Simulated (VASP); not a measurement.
A run of VASP 6.6.1 is set up as follows.

The input INCAR:

```
SYSTEM = Si
PREC     = Accurate       ! precision mode
ENCUT    = 650            ! plane-wave cutoff, eV
EDIFF    = 1E-7           ! SCF threshold, eV
ISMEAR   = 0              ! smearing method
SIGMA    = 0.05           ! smearing width, eV
LREAL    = .FALSE.        ! projectors in reciprocal space
LASPH    = .TRUE.         ! aspherical terms in the spheres
NELM     = 120            ! most SCF steps
ALGO     = Normal         ! electronic algorithm
ISIF     = 2              ! what is computed and relaxed
LWAVE    = .FALSE.        ! write WAVECAR
LCHARG   = .FALSE.        ! write CHGCAR
NBANDS   = 22             ! bands
```

KPOINTS

```
regular mesh
0
G
  13 13 13
  0 0 0
```

File POSCAR:

```
Si
1.0
    0.0000000000      2.7218511865      2.7218511865
    2.7218511865      0.0000000000      2.7218511865
    2.7218511865      2.7218511865      0.0000000000
Si
2
Direct
    0.5000000000      0.5000000000      0.5000000000
    0.7500000000      0.7500000000      0.7500000000
```

Potentials or basis: VASP PAW LDA potentials, release 64 (Si).

The run is started by

```console
$ cat potpaw_LDA.64/Si/POTCAR > POTCAR
$ mpirun -np 1 vasp_std > vasp.out
```

Question: Estimate the pressure.

Answer: -2.1 GPa.

Question: Estimate the band gap on the k mesh.

Answer: 0.51 eV, indirect (least direct gap 2.52 eV).

Caveat: an odd mesh through Γ misses points on the zone boundary, where band edges often lie.
